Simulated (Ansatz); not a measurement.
The system is CdSe.

```
CELL_PARAMETERS angstrom
0.00000 2.87396 2.87396
2.87396 0.00000 2.87396
2.87396 2.87396 0.00000
ATOMIC_POSITIONS crystal
Cd 0.00000 0.00000 0.00000
Se 0.50000 0.50000 0.50000
```

Measurements of this composition are mostly on another form, of space group No. 186.

- Program: Ansatz 0.2.0
- Task: relaxation of cell and atoms
- Functional: LDA
- Potentials or basis: Ansatz PAW
- Cutoff: 420 eV (not typed: the program's choice for these potentials)
- k mesh: 8 × 8 × 8
- Occupations: fermi-dirac, width 0.05 eV
- Spin: no spin polarisation

At the start: volume 23.74 Å³/atom.

Where does the relaxation end?

It ends after 6 steps and the volume is 21.54 Å³/atom (-9.3 %); space group Fm-3m (No. 225, to 0.05 Å).

Step by step:
| step | energy change (eV) | largest force (eV/Å) | volume (Å³) |
| --- | --- | --- | --- |
| 1 | 0.0000 | 0.0000 | 47.48 |
| 2 | -0.0607 | 0.0000 | 40.87 |
| 3 | -0.0901 | 0.0000 | 43.53 |
| 4 | -0.0913 | 0.0000 | 43.13 |
| 5 | -0.0913 | 0.0000 | 43.08 |
| 6 | -0.0904 | 0.0000 | 43.08 |

Final structure:
```
CELL_PARAMETERS angstrom
0.00000 2.78241 2.78241
2.78241 0.00000 2.78241
2.78241 2.78241 0.00000
ATOMIC_POSITIONS crystal
Cd 0.00000 0.00000 0.00000
Se 0.50000 0.50000 0.50000
```

Caveat: the plane-wave basis is chosen anew once the cell has moved, so the energies of steps on either side of that aren't comparable; the PAW data sets come from PBE, with cores solved anew for the run's functional, which leaves a small shift of forces and pressure.
